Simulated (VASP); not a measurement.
# Au (Fm-3m) in VASP: further runs, part 2 of 2

VASP 6.6.1.

### 3 Relaxation of cell and atoms, PBEsol

The input, INCAR:

```
SYSTEM = Au
ALGO = Normal
EDIFF = 1E-7
EDIFFG = -0.005
ENCUT = 580
GGA = PS
IBRION = 2
ISIF = 3
ISMEAR = 0
LASPH = .TRUE.
LCHARG = .FALSE.
LREAL = .FALSE.
LWAVE = .FALSE.
NELM = 60
NSW = 90
PREC = Accurate
SIGMA = 0.1
```

The input, KPOINTS:

```
k-points
0
G
  18 18 18
  0 0 0
```

The input, POSCAR:

```
Au
1.0
    0.0000000000      2.0585000000      2.0585000000
    2.0585000000      0.0000000000      2.0585000000
    2.0585000000      2.0585000000      0.0000000000
Au
1
Direct
    0.0000000000      0.0000000000      0.0000000000
```

Potentials or basis: VASP PAW PBE potentials, release 64 (Au).

Run with:

```bash
$ cat potpaw_PBE.64/Au/POTCAR > POTCAR
$ mpirun -np 1 vasp_std > vasp.out
```

OUTCAR:

```text
SYSTEM = Au
   EDIFF = 1E-7
   EDIFFG = -0.005
   ENCUT = 580
   GGA = PS
   IBRION = 2
   ISIF = 3
   ISMEAR = 0
   LASPH = .TRUE.
   LREAL = .FALSE.
   NELM = 60
   NSW = 90
   PREC = Accurate

 ion  position               nearest neighbor table
   1  0.000  0.000  0.000-

  LATTYP: Found a face centered cubic cell.
 ALAT       =     4.1170000000

  Lattice vectors:

 A1 = (   0.0000000000,   2.0585000000,   2.0585000000)
 A2 = (   2.0585000000,   0.0000000000,   2.0585000000)
 A3 = (   2.0585000000,   2.0585000000,   0.0000000000)

Analysis of symmetry for initial positions (statically):
=====================================================================
 Subroutine PRICEL returns:
 Original cell was already a primitive cell.

 Routine SETGRP: Setting up the symmetry group for a
 face centered cubic supercell.

 Subroutine GETGRP returns: Found 48 space group operations
 (whereof 48 operations were pure point group operations)
 out of a pool of 48 trial point group operations.

The static configuration has the point symmetry O_h .

Analysis of symmetry for dynamics (positions and initial velocities):
=====================================================================
 Subroutine PRICEL returns:
 Original cell was already a primitive cell.

 Routine SETGRP: Setting up the symmetry group for a
 face centered cubic supercell.

 Subroutine GETGRP returns: Found 48 space group operations
 (whereof 48 operations were pure point group operations)
 out of a pool of 48 trial point group operations.

The dynamic configuration has the point symmetry O_h .

 Subroutine INISYM returns: Found 48 space group operations
 (whereof 48 operations are pure point group operations),
 and found     1 'primitive' translations

----------------------------------------------------------------------------------------

                                     Primitive cell

  volume of cell :      17.4455

  direct lattice vectors                    reciprocal lattice vectors
[... 115 lines left out ...]
   LRPA    =     F    only Hartree local field effects (RPA)
 conjugate gradient relaxation of ions
 non-spin polarized calculation
 Gauss-broadening in eV      SIGMA  =   0.10
  energy-cutoff  :      580.00
  volume of cell :       17.45
 maximum number of plane-waves:       568
   NGX = 11   NGY = 11   NGZ = 11

--------------------------------------- Ionic step        1  -------------------------------------------

 number of electron      11.0000001 magnetization

 Free energy of the ion-electron system (eV)
  ---------------------------------------------------
  ext. energy  EPLUGINS =         0.00000000
  ---------------------------------------------------
  free energy    TOTEN  =        -3.91919317 eV

  energy without entropy =       -3.91783204  energy(sigma->0) =       -3.91851260

------------------------ aborting loop because EDIFF is reached ----------------------------------------

  FORCE on cell =-STRESS in cart. coord.  units (eV):
  Direction    XX          YY          ZZ          XY          YZ          ZX
  --------------------------------------------------------------------------------------
  -------------------------------------------------------------------------------------
  Total       -0.4553490     -0.4553490     -0.4553490     -0.0000000     -0.0000000      0.0000000
  in kB      -41.8188776    -41.8188776    -41.8188776     -0.0000000     -0.0000000      0.0000000
  external PRESSURE =     -41.8188776 kB  Pullay stress =       0.0000000 kB
[... 22 lines left out ...]
--------------------------------------- Ionic step        2  -------------------------------------------

 number of electron      10.9999999 magnetization

 E-fermi :  10.0096     XC(G=0): -13.1415

 val. band max:        9.9899846825   @ k =   0.5000   0.1667   0.0556
 cond. band min:      10.0322022626   @ k =   0.5000   0.2778   0.1111
 fundamental gap:      0.0422175801
 Fermi energy:        10.0095626242

 k-point     1 :       0.0000    0.0000    0.0000
  band No.  band energies     occupation
      1      -0.3720      2.00000
      2       5.0993      2.00000
      3       5.0993      2.00000
      4       5.0993      2.00000
      5       6.7500      2.00000
      6       6.7500      2.00000
      7      24.4499      0.00000
      8      28.6946      0.00000
      9      28.6946      0.00000
[... 310 lines left out ...]
--------------------------------------- Ionic step        3  -------------------------------------------

 number of electron      11.0000000 magnetization

 Free energy of the ion-electron system (eV)
  ---------------------------------------------------
  ext. energy  EPLUGINS =         0.00000000
  ---------------------------------------------------
  free energy    TOTEN  =        -3.92511742 eV

  energy without entropy =       -3.92369354  energy(sigma->0) =       -3.92440548

 E-fermi :   9.2803     XC(G=0): -12.8956

 val. band max:        9.2776559532   @ k =   0.5000   0.1667   0.0556
 cond. band min:       9.2855020503   @ k =   0.5000   0.2778   0.1111
 fundamental gap:      0.0078460971
 Fermi energy:         9.2802721332

 k-point     1 :       0.0000    0.0000    0.0000
  band No.  band energies     occupation
      1      -0.6310      2.00000
      2       4.6222      2.00000
      3       4.6222      2.00000
      4       4.6222      2.00000
      5       6.1575      2.00000
      6       6.1575      2.00000
      7      23.8072      0.00000
      8      27.8127      0.00000
      9      27.8127      0.00000
[... 304 lines left out ...]
  FREE ENERGIE OF THE ION-ELECTRON SYSTEM (eV)
  ---------------------------------------------------
  free  energy   TOTEN  =        -3.9251174198 eV

  energy  without entropy=       -3.9236935402  energy(sigma->0) =       -3.92440548

 reached required accuracy - stopping structural energy minimisation
```

OSZICAR:

```text
N       E                     dE             d eps       ncg     rms          rms(c)
DAV:   1     0.481504653423E+02    0.48150E+02   -0.61870E+03  3670   0.119E+03
DAV:   2    -0.375962261723E+01   -0.51910E+02   -0.49045E+02  3644   0.212E+02
DAV:   3    -0.425517344079E+01   -0.49555E+00   -0.49484E+00  4116   0.217E+01
[... 22 lines left out ...]
DAV:   3    -0.392521456196E+01    0.97571E-02   -0.44283E-02  3621   0.196E+00    0.939E-01
DAV:   4    -0.392509625866E+01    0.11830E-03   -0.12252E-03  3731   0.315E-01    0.106E-01
DAV:   5    -0.392511484245E+01   -0.18584E-04   -0.72692E-05  4167   0.627E-02    0.509E-03
DAV:   6    -0.392511747488E+01   -0.26324E-05   -0.14343E-06  3747   0.128E-02    0.750E-04
DAV:   7    -0.392511741977E+01    0.55112E-07   -0.18331E-08  2265   0.121E-03
   3 F= -.39251174E+01 E0= -.39244055E+01  d E =-.592425E-02
```

CONTCAR:

```text
Au
   1.00000000000000
    -0.0000000000000000    2.0412018524428186    2.0412018524428186
     2.0412018524428186    0.0000000000000000    2.0412018524428186
     2.0412018524428186    2.0412018524428186    0.0000000000000000
  Au
     1
Direct
     0.0000000000000000    0.0000000000000000    0.0000000000000000

  0.00000000E+00  0.00000000E+00  0.00000000E+00
```

Wall time 20 s (1 thread of Intel Xeon 6975P-C (Granite Rapids), shared host); peak memory 0.17 GiB.

What came out:

| Item | Value |
| --- | --- |
| Free energy | -3.9251 eV |
| Relaxed volume | 17.01 Å³/atom |
| Relaxed cell | a = 2.887 Å, b = 2.887 Å, c = 2.887 Å, α = 60.00°, β = 60.00°, γ = 60.00° |
| Space group after relaxing (to 0.05 Å) | Fm-3m (No. 225) |
| Energy gained by relaxing | 5.9 meV/atom |
| Ionic steps | 3 |
| Pressure after relaxing | 0.0 GPa |
| Band gap on the k mesh | none (metal or under the smearing width) |

Step by step:
```
step  energy change (eV)  largest force (eV/Å)  pressure (GPa)  volume (Å³)
   1              0.0000                0.0000           -4.18        17.45
   2              0.0106                0.0000            8.12        16.32
   3             -0.0059                0.0000           -0.05        17.01
```

Final structure:
```
CELL_PARAMETERS angstrom
0.00000 2.04120 2.04120
2.04120 0.00000 2.04120
2.04120 2.04120 0.00000
ATOMIC_POSITIONS crystal
Au 0.00000 0.00000 0.00000
```

Caveat: the PAW data sets were made with another functional, which shifts forces and pressure a little. Spin-orbit coupling is left out, which matters for the levels of Au.

### 4 Relaxation of cell and atoms, PBEsol

INCAR: that of step 3 with these lines changed.

```diff
@@ -4,3 +4,3 @@
 EDIFFG = -0.005
-ENCUT = 580
+ENCUT = 480
 GGA = PS
```

KPOINTS is that of step 3.

POSCAR is that of step 3.

Potentials or basis: VASP PAW PBE potentials, release 64 (Au).

Run with:

```bash
$ cat potpaw_PBE.64/Au/POTCAR > POTCAR
$ mpirun -np 1 vasp_std > vasp.out
```

OUTCAR:

```text
SYSTEM = Au
   EDIFF = 1E-7
   EDIFFG = -0.005
   ENCUT = 480
   GGA = PS
   IBRION = 2
   ISIF = 3
   ISMEAR = 0
   LASPH = .TRUE.
   LREAL = .FALSE.
   NELM = 60
   NSW = 90
   PREC = Accurate

 ion  position               nearest neighbor table
   1  0.000  0.000  0.000-

  LATTYP: Found a face centered cubic cell.
 ALAT       =     4.1170000000

  Lattice vectors:

 A1 = (   0.0000000000,   2.0585000000,   2.0585000000)
 A2 = (   2.0585000000,   0.0000000000,   2.0585000000)
 A3 = (   2.0585000000,   2.0585000000,   0.0000000000)

Analysis of symmetry for initial positions (statically):
=====================================================================
 Subroutine PRICEL returns:
 Original cell was already a primitive cell.

 Routine SETGRP: Setting up the symmetry group for a
 face centered cubic supercell.

 Subroutine GETGRP returns: Found 48 space group operations
 (whereof 48 operations were pure point group operations)
 out of a pool of 48 trial point group operations.

The static configuration has the point symmetry O_h .

Analysis of symmetry for dynamics (positions and initial velocities):
=====================================================================
 Subroutine PRICEL returns:
 Original cell was already a primitive cell.

[... 163 lines left out ...]
  -------------------------------------------------------------------------------------
  Total       -0.4580900     -0.4580900     -0.4580900     -0.0000000     -0.0000000     -0.0000000
  in kB      -42.0706037    -42.0706037    -42.0706037     -0.0000000     -0.0000000     -0.0000000
  external PRESSURE =     -42.0706037 kB  Pullay stress =       0.0000000 kB
[... 22 lines left out ...]
--------------------------------------- Ionic step        2  -------------------------------------------

 number of electron      10.9999999 magnetization

 E-fermi :  10.0170     XC(G=0): -13.1441

 val. band max:        9.9972297037   @ k =   0.5000   0.1667   0.0556
 cond. band min:      10.0398018765   @ k =   0.5000   0.2778   0.1111
 fundamental gap:      0.0425721728
 Fermi energy:        10.0169889195

 k-point     1 :       0.0000    0.0000    0.0000
  band No.  band energies     occupation
      1      -0.3695      2.00000
      2       5.1043      2.00000
      3       5.1043      2.00000
      4       5.1043      2.00000
      5       6.7562      2.00000
      6       6.7562      2.00000
      7      24.4564      0.00000
      8      28.7033      0.00000
      9      28.7033      0.00000
[... 310 lines left out ...]
--------------------------------------- Ionic step        3  -------------------------------------------

 number of electron      11.0000000 magnetization

 Free energy of the ion-electron system (eV)
  ---------------------------------------------------
  ext. energy  EPLUGINS =         0.00000000
  ---------------------------------------------------
  free energy    TOTEN  =        -3.92542031 eV

  energy without entropy =       -3.92399532  energy(sigma->0) =       -3.92470781

 E-fermi :   9.2860     XC(G=0): -12.8977

 val. band max:        9.2832831900   @ k =   0.5000   0.1667   0.0556
 cond. band min:       9.2914098105   @ k =   0.5000   0.2778   0.1111
 fundamental gap:      0.0081266205
 Fermi energy:         9.2860388926

 k-point     1 :       0.0000    0.0000    0.0000
  band No.  band energies     occupation
      1      -0.6291      2.00000
      2       4.6262      2.00000
      3       4.6262      2.00000
      4       4.6262      2.00000
      5       6.1624      2.00000
      6       6.1624      2.00000
      7      23.8123      0.00000
      8      27.8197      0.00000
      9      27.8197      0.00000
[... 304 lines left out ...]
  FREE ENERGIE OF THE ION-ELECTRON SYSTEM (eV)
  ---------------------------------------------------
  free  energy   TOTEN  =        -3.9254203140 eV

  energy  without entropy=       -3.9239953152  energy(sigma->0) =       -3.92470781

 reached required accuracy - stopping structural energy minimisation
```

Wall time 19 s (1 thread of Intel Xeon 6975P-C (Granite Rapids), shared host); peak memory 0.17 GiB.

What came out:

```yaml
Free_energy: -3.9254 eV
Relaxed_volume: 17.00 Å³/atom
Relaxed_cell: a = 2.886 Å, b = 2.886 Å, c = 2.886 Å, α = 60.00°, β = 60.00°, γ = 60.00°
Space_group_after_relaxing_to_0.05_Å: Fm-3m (No. 225)
Energy_gained_by_relaxing: 6.0 meV/atom
Ionic_steps: 3
Pressure_after_relaxing: 0.0 GPa
Band_gap_on_the_k_mesh: none (metal or under the smearing width)
```

The path:
```csv
step,energy change (eV),largest force (eV/Å),pressure (GPa),volume (Å³)
1,0.0000,0.0000,-4.21,17.45
2,0.0105,0.0000,8.10,16.31
3,-0.0060,0.0000,-0.05,17.00
```

Final structure:
```
CELL_PARAMETERS angstrom
0.00000 2.04098 2.04098
2.04098 0.00000 2.04098
2.04098 2.04098 0.00000
ATOMIC_POSITIONS crystal
Au 0.00000 0.00000 0.00000
```

Levels at points of the mesh, in eV from the Fermi level:
| k point | band 3 | band 4 | band 5 | band 6 | band 7 | band 8 | band 9 |
| --- | --- | --- | --- | --- | --- | --- | --- |
| (0.00, 0.00, 0.00) | -4.66 | -4.66 | -3.12 | -3.12 | 14.53 | 18.53 | 18.53 |
| (0.50, 0.00, 0.00) | -4.70 | -1.92 | -1.92 | -1.01 | 3.10 | 13.97 | 17.14 |
| (0.50, 0.50, 0.00) | -1.96 | -1.59 | -1.59 | 0.98 | 5.79 | 9.99 | 9.99 |

Caveat: the PAW data sets were made with another functional, which shifts forces and pressure a little. The run has no spin-orbit coupling, so splittings on Au are missing.

### 5 Relaxation of cell and atoms, RPBE

INCAR: that of step 4 with these lines changed.

```diff
@@ -4,4 +4,4 @@
 EDIFFG = -0.005
-ENCUT = 480
-GGA = PS
+ENCUT = 600
+GGA = RP
 IBRION = 2
```

KPOINTS is that of step 4.

POSCAR is that of step 4.

Run with:

```bash
$ cat potpaw_PBE.64/Au/POTCAR > POTCAR
$ mpirun -np 1 vasp_std > vasp.out
```

Wall time 26 s (1 thread of Intel Xeon 6975P-C (Granite Rapids), shared host); peak memory 0.18 GiB.

Results (log left out):

```yaml
Free_energy: -2.6379 eV
Relaxed_volume: 18.47 Å³/atom
Relaxed_cell: a = 2.967 Å, b = 2.967 Å, c = 2.967 Å, α = 60.00°, β = 60.00°, γ = 60.00°
Space_group_after_relaxing_to_0.05_Å: Fm-3m (No. 225)
Energy_gained_by_relaxing: 25.0 meV/atom
Ionic_steps: 4
Pressure_after_relaxing: 0.0 GPa
Band_gap_on_the_k_mesh: none (metal or under the smearing width)
```

Step by step:
```csv
step,energy change (eV),largest force (eV/Å),pressure (GPa),volume (Å³)
1,0.0000,0.0000,8.36,17.45
2,0.0077,0.0000,-6.94,19.85
3,-0.0250,0.0000,-0.10,18.49
4,-0.0250,0.0000,0.04,18.47
```

Final structure:
```xyz
1
Lattice="0.0000 2.0979 2.0979 2.0979 0.0000 2.0979 2.0979 2.0979 0.0000" Properties=species:S:1:pos:R:3 pbc="T T T"
Au    0.0000    0.0000    0.0000
```

Levels at points of the mesh, in eV from the Fermi level:
```tsv
k point	band 3	band 4	band 5	band 6	band 7	band 8	band 9
(0.00, 0.00, 0.00)	-4.24	-4.24	-2.93	-2.93	14.64	18.21	18.21
(0.50, 0.00, 0.00)	-4.27	-1.90	-1.90	-0.51	2.73	14.08	16.61
(0.50, 0.50, 0.00)	-1.94	-1.62	-1.62	1.33	5.23	9.87	9.87
```

Caveat: the PAW data sets were made with another functional, which shifts forces and pressure a little. Zero-point motion and thermal expansion aren't in these numbers.

### 6 Overview

| task | level | cell | cutoff (eV) | gap on the mesh (eV) | pressure (GPa) | relaxed volume (Å³/atom) |
| --- | --- | --- | --- | --- | --- | --- |
| single point | PBEsol | as given | 520 | none | -4.2 | - |
| relaxation of cell and atoms | PBEsol | relaxed | 580 | none | 0.0 | 17.01 |
| relaxation of cell and atoms | PBEsol | relaxed | 480 | none | 0.0 | 17.00 |
| relaxation of cell and atoms | RPBE | relaxed | 600 | none | 0.0 | 18.47 |

Alike in all rows: potentials or basis VASP PAW PBE potentials, release 64 (Au); no spin polarisation; k mesh 18 × 18 × 18; smearing gaussian 0.1 eV.

Caveats: the PAW data sets were made with another functional, which shifts forces and pressure a little.

Total energies depend on the potentials used, so only differences within one code and one set of settings carry meaning.
